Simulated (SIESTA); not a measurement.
The system is Si2Ni.

```xyz
3
Lattice="0.0000 2.7030 2.7030 2.7030 0.0000 2.7030 2.7030 2.7030 0.0000" Properties=species:S:1:pos:R:3 pbc="T T T"
Ni    0.0000    0.0000    0.0000
Si    4.0545    4.0545    4.0545
Si    1.3515    1.3515    1.3515
```

Program: SIESTA 5.4.2. Alike in all runs: task band structure; spin collinear, ferromagnetic start; cell as given; k mesh 9 × 9 × 9; smearing fermi-dirac 0.05 eV; grid cutoff 800 Ry; energy shift 0.003 Ry.

Problem. Order these runs on this cell by their pressure, lowest first.
A. level BLYP; potentials or basis PseudoDojo 0.4 standard (PBE files), DZP (energy shift 0.003 Ry; two zetas on semicore shells)
B. level LDA; potentials or basis PseudoDojo 0.4 standard (LDA files), DZP (energy shift 0.003 Ry; two zetas on semicore shells)
C. level vdW-DF-cx; potentials or basis PseudoDojo 0.4 standard (PBE files), DZP (energy shift 0.003 Ry; two zetas on semicore shells)
D. level PBE; potentials or basis PseudoDojo 0.4 standard (PBE files), DZP (energy shift 0.003 Ry; two zetas on semicore shells)
E. level AM05; potentials or basis PseudoDojo 0.4 standard (PBEsol files), DZP (energy shift 0.003 Ry; two zetas on semicore shells)

Solution. B (-4.5 GPa), E (-2.3 GPa), C (1.8 GPa), D (3.9 GPa), A (11.8 GPa).

Caveats: short orbitals over semicore shells can move pressures by several GPa; the basis of atomic orbitals isn't converged, which shifts pressures, moduli and gaps; the potentials were made for another functional, which shifts forces and pressure (some runs).

Not every run made on this cell is shown here.
